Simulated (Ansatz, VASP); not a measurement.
SnSe2: VASP beside Ansatz

Contents of INCAR:

```
PREC = Accurate
ENCUT = 520
EDIFF = 1E-6
ISMEAR = 0
SIGMA = 0.1
LREAL = False
LASPH = True
NELM = 60
ALGO = Fast
ISIF = 2
LWAVE = False
LCHARG = False
GGA = PS
NBANDS = 20
```

The input KPOINTS:

```
Automatic mesh
0
Gamma
  6 6 4
```

Contents of POSCAR:

```
SnSe2
1.0
    3.8109987816      0.0000000000      0.0000000000
   -1.9054993908      3.3004217586      0.0000000000
    0.0000000000      0.0000000000      6.1370000000
Sn Se
1 2
Direct
    0.0000000000      0.0000000000      0.0000000000
    0.3333333333      0.6666666667      0.2500000000
    0.6666666667      0.3333333333      0.7500000000
```

Input for Ansatz:

```yaml
crystal:
  lattice:
    - [3.8109987816, 0.0, 0.0]
    - [-1.9054993908, 3.3004217586, 0.0]
    - [0.0, 0.0, 6.137]
  atoms:
    - { symbol: Sn, position: [0.0, 0.0, 0.0] }
    - { symbol: Se, position: [0.3333333333, 0.6666666667, 0.25] }
    - { symbol: Se, position: [0.6666666667, 0.3333333333, 0.75] }
basis:
  ecutwfc: 420
kpoints:
  mp_grid: { grid: [6, 6, 4] }
hamiltonian:
  xc: pbesol
scf:
  occupations: { method: gaussian, width: 0.1 }
output:
  forces: true
  stress: true
  eigenvalues: true
```

Alike in both runs: task single point; functional PBEsol; k mesh 6 × 6 × 4; occupations gaussian, width 0.1 eV; no spin polarisation.

|  | VASP | Ansatz |
| --- | --- | --- |
| version | VASP 6.6.1 | Ansatz 0.2.0 |
| potentials or method | VASP PAW PBE potentials, release 64 (Sn_d, Se) | scalar-relativistic, plane waves, PAW |
| plane-wave cutoff (eV) | 520 | 420 |
| valence electrons in the cell | 26 | 46 |

```csv
,VASP,Ansatz,Ansatz less VASP
gap on the k mesh at the Fermi level (eV),0.74,0.75,+0.009
least direct gap on the mesh (eV),1.00,1.01,+0.010
pressure (GPa),2.4,2.3,-0.11
largest component of the traceless stress (GPa),1.00,1.00,+0.002
rms of the force components (eV/Å),0.258,0.248,-0.0103
```

Atom by atom the forces differ by 0.010 eV/Å (rms over components). The two sets of potentials don't hold the same shells in valence.

Caveats: the PAW data sets were made with another functional, which shifts forces and pressure a little (VASP); spin-orbit coupling is left out, which moves the levels of the heavy elements; the cell's inner coordinates are idealised or old, which leaves forces on the atoms; this functional lacks dispersion, which binds the layers, so the pressure and a relaxed spacing across them are unreliable. A k mesh can miss the band edges.
